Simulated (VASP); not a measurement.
# TiO2 (I4_1/amd) in VASP: single point with PBE+U

Aim: the single point of TiO2 with PBE+U.

Program: VASP 6.6.1. These are calculated values, not measurements. Logs are shortened: lines on timing, memory, paths and dates and some standing lists are left out, and cuts for length are marked.

## 1. The crystal as given

The structure is tetragonal, space group I4_1/amd (No. 141). Conventional cell: a = 3.785 Å, b = 3.785 Å, c = 9.520 Å, α = 90.00°, β = 90.00°, γ = 90.00°. Around Ti (site symmetry -4m2) lie 6 O at 1.93 to 2.00 Å. O (site symmetry 2mm) has 3 Ti at 1.93 to 2.00 Å as nearest neighbours.

## 2. Single point, PBE+U

Contents of INCAR:

```
SYSTEM = TiO2
ALGO = Normal ; EDIFF = 1E-6
ENCUT = 520 ; GGA = PE
ISIF = 2 ; ISMEAR = 0
ISYM = 0 ; LASPH = .TRUE.
LCHARG = .FALSE. ; LDAU = .TRUE.
LDAUJ = 0 0 ; LDAUL = 2 -1
LDAUPRINT = 1 ; LDAUTYPE = 2
LDAUU = 3 0 ; LMAXMIX = 4
LREAL = .FALSE. ; LWAVE = .FALSE.
NBANDS = 60 ; NELM = 150
PREC = Accurate ; SIGMA = 0.03
```

Contents of KPOINTS:

```
k-points
0
G
  4 4 3
  0 0 0
```

Contents of POSCAR:

```
TiO2
1.0
   -1.8925000000      1.8925000000      4.7598000000
    1.8925000000     -1.8925000000      4.7598000000
    3.7850000000      3.7850000000     -9.5196000000
Ti O
4 8
Direct
    0.0000000000      0.0000000000      0.0000000000
    0.0000000000      0.0000000000      0.5000000000
    0.7500000000      0.2500000000      0.2500000000
    0.7500000000      0.2500000000      0.7500000000
    0.2101700000      0.2101700000      0.0000000000
    0.2101700000      0.2101700000      0.5000000000
    0.9601700000      0.4601700000      0.2500000000
    0.9601700000      0.4601700000      0.7500000000
    0.5398300000      0.0398300000      0.2500000000
    0.5398300000      0.0398300000      0.7500000000
    0.7898300000      0.7898300000      0.0000000000
    0.7898300000      0.7898300000      0.5000000000
```

Potentials or basis: VASP PAW PBE potentials, release 64 (Ti_sv, O).

Run with:

```sh
> cat potpaw_PBE.64/Ti_sv/POTCAR potpaw_PBE.64/O/POTCAR > POTCAR
> mpirun -np 1 vasp_std > vasp.out
```

OUTCAR:

```text
SYSTEM = TiO2
   EDIFF = 1E-6
   ENCUT = 520
   GGA = PE
   ISIF = 2
   ISMEAR = 0
   ISYM = 0
   LASPH = .TRUE.
   LREAL = .FALSE.
   NELM = 150
   PREC = Accurate

 ion  position               nearest neighbor table
   1  0.000  0.000  0.000-   9 1.93   7 1.93  10 1.93   8 1.93  11 2.00   5 2.00
   2  0.000  0.000  0.500-  10 1.93   8 1.93   9 1.93   7 1.93  12 2.00   6 2.00
   3  0.750  0.250  0.250-  12 1.93   6 1.93  11 1.93   5 1.93   7 2.00   9 2.00
   4  0.750  0.250  0.750-  11 1.93   5 1.93  12 1.93   6 1.93   8 2.00  10 2.00
   5  0.210  0.210  0.000-   3 1.93   4 1.93   1 2.00
   6  0.210  0.210  0.500-   4 1.93   3 1.93   2 2.00
   7  0.960  0.460  0.250-   2 1.93   1 1.93   3 2.00
   8  0.960  0.460  0.750-   1 1.93   2 1.93   4 2.00
   9  0.540  0.040  0.250-   2 1.93   1 1.93   3 2.00
  10  0.540  0.040  0.750-   1 1.93   2 1.93   4 2.00
  11  0.790  0.790  0.000-   3 1.93   4 1.93   1 2.00
  12  0.790  0.790  0.500-   4 1.93   3 1.93   2 2.00

IMPORTANT INFORMATION: All symmetrisations will be switched off!
NOSYMM: (Re-)initialisation of all symmetry stuff for point group C_1.

----------------------------------------------------------------------------------------

                                     Primitive cell

  volume of cell :     136.3799

  direct lattice vectors                    reciprocal lattice vectors
    -1.892500000  1.892500000  4.759800000     0.000000000  0.264200793  0.105046431
     1.892500000 -1.892500000  4.759800000     0.264200793  0.000000000  0.105046431
     3.785000000  3.785000000 -9.519600000     0.132100396  0.132100396  0.000000000

  length of vectors
     5.460660083  5.460660083 10.921320166     0.284318152  0.284318152  0.186818172

  position of ions in fractional coordinates (direct lattice)
     0.000000000  0.000000000  0.000000000
     1.000000000  1.000000000  0.500000000
     0.750000000  0.250000000  0.250000000
     0.750000000  0.250000000  0.750000000
     0.210170000  0.210170000  0.000000000
     0.210170000  0.210170000  0.500000000
     0.960170000  0.460170000  0.250000000
     0.960170000  0.460170000  0.750000000
     0.539830000  0.039830000  0.250000000
     0.539830000  0.039830000  0.750000000
     0.789830000  0.789830000  0.000000000
     0.789830000  0.789830000  0.500000000

  ion indices of the primitive-cell ions
   primitive index   ion index
                 1           1
                 2           2
                 3           3
                 4           4
                 5           5
                 6           6
                 7           7
                 8           8
                 9           9
                10          10
                11          11
                12          12

----------------------------------------------------------------------------------------

 KPOINTS: k-points

Automatic generation of k-mesh.
 Grid dimensions read from file:
 generate k-points for:    4    4    3

 Generating k-lattice:

  Cartesian coordinates                     Fractional coordinates (reciprocal lattice)
     0.000000000  0.066050198  0.026261608     0.250000000  0.000000000 -0.000000000
     0.066050198  0.000000000  0.026261608     0.000000000  0.250000000 -0.000000000
     0.044033465  0.044033465  0.000000000     0.000000000  0.000000000  0.333333333

  Length of vectors
     0.071079538  0.071079538  0.062272724

  Shift w.r.t. Gamma in fractional coordinates (k-lattice)
     0.000000000  0.000000000  0.000000000

 -----------------------------------------------------------------------------
|                                                                             |
|           W    W    AA    RRRRR   N    N  II  N    N   GGGG   !!!           |
[... 64 lines left out ...]
   LNONCOLLINEAR =      F non collinear calculations
   LSORBIT =      F    spin-orbit coupling
   LASPH  =      T    aspherical Exc in radial PAW
   ENCUT  =  520.0 eV  38.22 Ry    6.18 a.u.  10.15 10.15 20.31*2*pi/ulx,y,z
   NELM   =    150;   NELMIN=  2; NELMDL= -5     # of ELM steps
   EDIFF  = 0.1E-05   stopping-criterion for ELM
   LREAL  =      F    real-space projection
   EDIFFG = 0.1E-04   stopping-criterion for IOM
   NSW    =      0    number of steps for IOM
   IBRION =     -1    ionic relax: 0-MD 1-quasi-New 2-CG
   NFREE  =      0    steps in history (QN), initial steepest desc. (CG)
   ISIF   =      2    stress and relaxation
   ISYM   =      0    0-nonsym 1-usesym 2-fastsym
   POTIM  = 0.5000    time-step for ionic-motion
   TEBEG  =    0.0;   TEEND  =   0.0 temperature during run
   PSTRESS=    0.0 pullay stress
   NELECT =      96.0000    total number of electrons
   NUPDOWN=      -1.0000    fix difference up-down
   EMIN   =  10.00;   EMAX   =-10.00  energy-range for DOS
   EFERMI =   0.00;   METHOD = LEGACY
   ISMEAR =     0;   SIGMA  =   0.03  broadening in eV -4-tet -1-fermi 0-gaus
   EFERMI_NEDOS =   21; number of points for ismear=-14 and -15
   IALGO  =     38    algorithm
   IMIX   =      4    mixing-type and parameters
     AMIX     =   0.40;   BMIX     =  1.00
     AMIX_MAG =   1.60;   BMIX_MAG =  1.00
  volume/ion in A,a.u.               =      11.36        76.69
  Fermi-wavevector in a.u.,A,eV,Ry     =   1.456292  2.751993 28.855045  2.120786
  Thomas-Fermi vector in A             =   2.573227
   LORBIT       =      0    0 simple, 1 ext, 2 COOP (PROOUT), +10 PAW based schemes
 LDA+U is selected, type is set to LDAUTYPE =  2
   angular momentum for each species LDAUL =     2   -1
   U (eV)           for each species LDAUU =   3.0  0.0
   J (eV)           for each species LDAUJ =   0.0  0.0
   GGA     = PE    functional components
   LHFCALC =     F    Hartree Fock is set to
   AEXX    =    0.0000 exact exchange contribution
   IVDW    =     0    specifies the selected vdW correction
   LEPSILON=     F    determine dielectric tensor
   LRPA    =     F    only Hartree local field effects (RPA)
 non-spin polarized calculation
 Gauss-broadening in eV      SIGMA  =   0.03
  energy-cutoff  :      520.00
  volume of cell :      136.38
 maximum number of plane-waves:      3692
 NGX is ok and might be reduce to    42
   NGX = 21   NGY = 21   NGZ = 41

atom =   1  type =  1  l = 2

 onsite density matrix

spin component  1
[... 116 lines left out ...]
  o =  0.1060  v = -0.0001  0.6792  0.0000  0.7340 -0.0000  0.0000  0.0000  0.0000  0.0000  0.0000      0.0000  0.0000  0.0000  0.0000  0.0000  0.0000  0.0000  0.0000  0.0000  0.0000
  o =  0.1060  v =  0.0000  0.0000  0.0000  0.0000  0.0000 -0.0001  0.6792  0.0000  0.7340 -0.0000      0.0000  0.0000  0.0000  0.0000  0.0000  0.0000  0.0000  0.0000  0.0000  0.0000
  o =  0.1060  v =  0.0000  0.7340  0.0000 -0.6792  0.0000  0.0000  0.0000  0.0000  0.0000  0.0000      0.0000  0.0000  0.0000  0.0000  0.0000  0.0000  0.0000  0.0000  0.0000  0.0000
  o =  0.1060  v =  0.0000  0.0000  0.0000  0.0000  0.0000  0.0000  0.7340  0.0000 -0.6792  0.0000      0.0000  0.0000  0.0000  0.0000  0.0000  0.0000  0.0000  0.0000  0.0000  0.0000
  o =  0.1137  v =  0.0000  0.0000  0.0000  0.0000  0.0000 -1.0000 -0.0000  0.0000 -0.0000 -0.0000      0.0000  0.0000  0.0000  0.0000  0.0000  0.0000  0.0000  0.0000  0.0000  0.0000
  o =  0.1137  v = -1.0000 -0.0000  0.0000 -0.0000 -0.0000  0.0000  0.0000  0.0000  0.0000  0.0000      0.0000  0.0000  0.0000  0.0000  0.0000  0.0000  0.0000  0.0000  0.0000  0.0000
  o =  0.2503  v =  0.0000  0.0000  0.0000  0.0000  0.0000 -0.0000  0.0000 -1.0000  0.0000  0.0000      0.0000  0.0000  0.0000  0.0000  0.0000  0.0000  0.0000  0.0000  0.0000  0.0000
  o =  0.2503  v = -0.0000  0.0000 -1.0000  0.0000  0.0000  0.0000  0.0000  0.0000  0.0000  0.0000      0.0000  0.0000  0.0000  0.0000  0.0000  0.0000  0.0000  0.0000  0.0000  0.0000
  o =  0.2586  v = -0.0000 -0.0000  0.0000  0.0000  1.0000  0.0000  0.0000  0.0000  0.0000  0.0000      0.0000  0.0000  0.0000  0.0000  0.0000  0.0000  0.0000  0.0000  0.0000  0.0000
  o =  0.2586  v =  0.0000  0.0000  0.0000  0.0000  0.0000 -0.0000 -0.0000  0.0000  0.0000  1.0000      0.0000  0.0000  0.0000  0.0000  0.0000  0.0000  0.0000  0.0000  0.0000  0.0000

 number of electron      95.9999997 magnetization

 Free energy of the ion-electron system (eV)
  ---------------------------------------------------
  ext. energy  EPLUGINS =         0.00000000
  ---------------------------------------------------
  free energy    TOTEN  =       -99.37710302 eV

  energy without entropy =      -99.37710302  energy(sigma->0) =      -99.37710302

 E-fermi :   3.7672     XC(G=0): -10.7550

 val. band max:        3.5999449836   @ k =   0.5000   0.5000  -0.0000
 cond. band min:       6.0758900603   @ k =   0.0000   0.0000   0.0000
 fundamental gap:      2.4759450766
 Fermi energy:         3.7672473995

 k-point     1 :       0.0000    0.0000    0.0000
  band No.  band energies     occupation
      1     -53.5845      2.00000
      2     -53.5517      2.00000
      3     -53.5516      2.00000
      4     -53.5272      2.00000
      5     -29.9941      2.00000
      6     -29.9554      2.00000
[... 1501 lines left out ...]
     59       8.1610      0.00000
     60       8.3430      0.00000

 [... further k-points ...]

------------------------ aborting loop because EDIFF is reached ----------------------------------------

  FORCE on cell =-STRESS in cart. coord.  units (eV):
  Direction    XX          YY          ZZ          XY          YZ          ZX
  --------------------------------------------------------------------------------------
  -------------------------------------------------------------------------------------
  Total        9.7386822      9.7385378      6.3799736     -0.0009117      0.0000750      0.0000694
  in kB      114.4090307    114.4073351     74.9512703     -0.0107108      0.0008811      0.0008148
  external PRESSURE =     101.2558787 kB  Pullay stress =       0.0000000 kB

 VOLUME and BASIS-vectors are now :
 -----------------------------------------------------------------------------
  energy-cutoff  :      520.00
  volume of cell :      136.38
      direct lattice vectors                 reciprocal lattice vectors
    -1.892500000  1.892500000  4.759800000     0.000000000  0.264200793  0.105046431
     1.892500000 -1.892500000  4.759800000     0.264200793  0.000000000  0.105046431
     3.785000000  3.785000000 -9.519600000     0.132100396  0.132100396  0.000000000

 POSITION                                       TOTAL-FORCE (eV/Angst)
 -----------------------------------------------------------------------------------
      0.00000      0.00000      0.00000        -0.000015      0.000057     -0.000006
      1.89250      1.89250     -4.75980        -0.000021      0.000010     -0.000007
      0.00000      1.89250      2.37990         0.000030     -0.000006     -0.000027
      1.89250      3.78500     -2.37990        -0.000012     -0.000023      0.000021
      0.00000      0.00000      2.00073        -0.000038      0.000019     -0.117294
      1.89250      1.89250     -2.75907        -0.000040      0.000041     -0.117284
      0.00000      1.89250      4.38063         0.000018     -0.000040     -0.117320
      1.89250      3.78500     -0.37917         0.000060     -0.000041     -0.117341
      0.00000      1.89250      0.37917         0.000040     -0.000042      0.117306
      1.89250      3.78500     -4.38063         0.000045     -0.000054      0.117370
      0.00000      0.00000      7.51887        -0.000035      0.000036      0.117300
      1.89250      1.89250      2.75907        -0.000032      0.000044      0.117282
 -----------------------------------------------------------------------------------
    total drift:                               -0.000010      0.000001     -0.000014

  FREE ENERGIE OF THE ION-ELECTRON SYSTEM (eV)
  ---------------------------------------------------
  free  energy   TOTEN  =       -99.3771030197 eV

  energy  without entropy=      -99.3771030197  energy(sigma->0) =      -99.37710302
```

Run time: 5 min. Hardware: 1 thread of Intel Xeon Platinum 8559C (Emerald Rapids), shared host; peak memory 0.44 GiB.

What came out:

```yaml
Free_energy: -99.3771 eV
Pressure: 10.1 GPa
Largest_force: 0.117 eV/Å
Band_gap_on_the_k_mesh: 2.48 eV
```

Forces in eV/Å, atoms in the order of the input:
```
Ti   0.000  0.000  0.000
Ti   0.000  0.000  0.000
Ti   0.000  0.000  0.000
Ti   0.000  0.000  0.000
O    0.000  0.000 -0.117
O    0.000  0.000 -0.117
O    0.000  0.000 -0.117
O    0.000  0.000 -0.117
O    0.000  0.000  0.117
O    0.000  0.000  0.117
O    0.000  0.000  0.117
O    0.000  0.000  0.117
```

Eigenvalues of the final occupation matrices:
| site | spin | trace | eigenvalues |
| --- | --- | --- | --- |
| site 1 d | 1 | 0.83 | 0.11 0.11 0.11 0.25 0.26 |
| site 1 d | 2 | 0.83 | 0.11 0.11 0.11 0.25 0.26 |
| site 2 d | 1 | 0.83 | 0.11 0.11 0.11 0.25 0.26 |
| site 2 d | 2 | 0.83 | 0.11 0.11 0.11 0.25 0.26 |
| site 3 d | 1 | 0.83 | 0.11 0.11 0.11 0.25 0.26 |
| site 3 d | 2 | 0.83 | 0.11 0.11 0.11 0.25 0.26 |
| site 4 d | 1 | 0.83 | 0.11 0.11 0.11 0.25 0.26 |
| site 4 d | 2 | 0.83 | 0.11 0.11 0.11 0.25 0.26 |

Caveat: the k mesh is coarse (spacing up to 0.45 Å⁻¹), so the values aren't converged; an odd mesh through Γ misses points on the zone boundary, where band edges often lie.
